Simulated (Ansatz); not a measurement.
The system is Si2W.

```
CELL_PARAMETERS angstrom
-1.60690 1.60690 3.91495
1.60690 -1.60690 3.91495
1.60690 1.60690 -3.91495
ATOMIC_POSITIONS crystal
W 0.00000 0.00000 0.00000
Si 0.66530 0.66530 0.00000
Si 0.33470 0.33470 0.00000
```

* Program: Ansatz 0.2.0
* Task: relaxation of cell and atoms
* Functional: PBEsol
* Dispersion: D3(BJ)
* Potentials or basis: Ansatz PAW
* Cutoff: 420 eV (not typed: the program's choice for these potentials)
* k mesh: 12 × 12 × 12
* Occupations: fermi-dirac, width 0.05 eV
* Spin: no spin polarisation

At the start: volume 13.48 Å³/atom.

Question: How do energy, volume and symmetry change on relaxing?

Answer: It ends after 6 steps and the volume is 12.98 Å³/atom (-3.7 %); space group I4/mmm (No. 139, to 0.05 Å).

Step by step:
```csv
step,energy change (eV),largest force (eV/Å),volume (Å³)
1,0.0000,0.0182,40.44
2,-0.0328,0.1167,38.35
3,-0.0415,0.0302,38.99
4,-0.0416,0.0110,38.95
5,-0.0416,0.0016,38.95
6,-0.0412,0.0017,38.95
```

Final structure:
```
W Si
1.0
    -1.58474    1.58474    3.87719
     1.58474   -1.58474    3.87719
     1.58474    1.58474   -3.87719
W Si
1 2
Cartesian
  0.0000 0.0000 0.0000
  0.0000 0.0000 5.1643
  0.0000 0.0000 2.5901
```

Caveat: the plane-wave basis is chosen anew once the cell has moved, so the energies of steps on either side of that aren't comparable; the PAW data sets come from PBE, with cores solved anew for the run's functional, which leaves a small shift of forces and pressure.
